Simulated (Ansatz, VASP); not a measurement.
One calculation of I, two programs

The input INCAR:

```
SYSTEM = I
PREC = Accurate ; ENCUT = 520
EDIFF = 1E-7 ; ISMEAR = -1
SIGMA = 0.05 ; LREAL = .False.
LASPH = .True. ; NELM = 60
ALGO = Normal ; ISIF = 2
LWAVE = .False. ; LCHARG = .False.
GGA = PS ; NBANDS = 10
```

KPOINTS

```
Automatic mesh
0
Gamma
  14 14 14
  0 0 0
```

POSCAR

```
I
1.0
    0.0000000000      2.4722713138      2.4722713138
    2.4722713138      0.0000000000      2.4722713138
    2.4722713138      2.4722713138      0.0000000000
I
1
Direct
    0.0000000000      0.0000000000      0.0000000000
```

Input for Ansatz:

```yaml
crystal:
  lattice:
    - [0.0, 2.4722713138, 2.4722713138]
    - [2.4722713138, 0.0, 2.4722713138]
    - [2.4722713138, 2.4722713138, 0.0]
  atoms:
    - { symbol: I, position: [0.0, 0.0, 0.0] }
kpoints:
  mp_grid: { grid: [14, 14, 14] }
scf:
  occupations: { method: fermi_dirac, width: 0.05 }
hamiltonian:
  xc: pbesol
  pseudopotentials: { kind: paw }
output:
  forces: true
  stress: true
  eigenvalues: true
basis:
  ecutwfc: 800
```

Change from the starting cell: volume scaled by 0.95, PAW files, ecut 800.

Alike in both runs: task single point; functional PBEsol; k mesh 14 × 14 × 14; occupations fermi-dirac, width 0.05 eV; no spin polarisation.

```csv
,VASP,Ansatz
version,VASP 6.6.1,Ansatz 0.2.0
potentials or method,"VASP PAW PBE potentials, release 64 (I)","PAW with Ansatz's default frozen-core files, scalar-relativistic"
plane-wave cutoff (eV),520,800
valence electrons in the cell,7,17
```

```tsv
	VASP	Ansatz	Ansatz less VASP
pressure (GPa)	2.0	2.0	0.00
```

With one functional, cell and mesh, what is left measures potentials, basis and numerics. The two sets of potentials don't hold the same shells in valence.

Caveats: the PAW data sets were made with another functional, which shifts forces and pressure a little (VASP); an odd number of electrons without spin polarisation forces a metal; a magnetic or distorted state may lie lower. Spin-orbit coupling is left out, which matters for the levels of I.
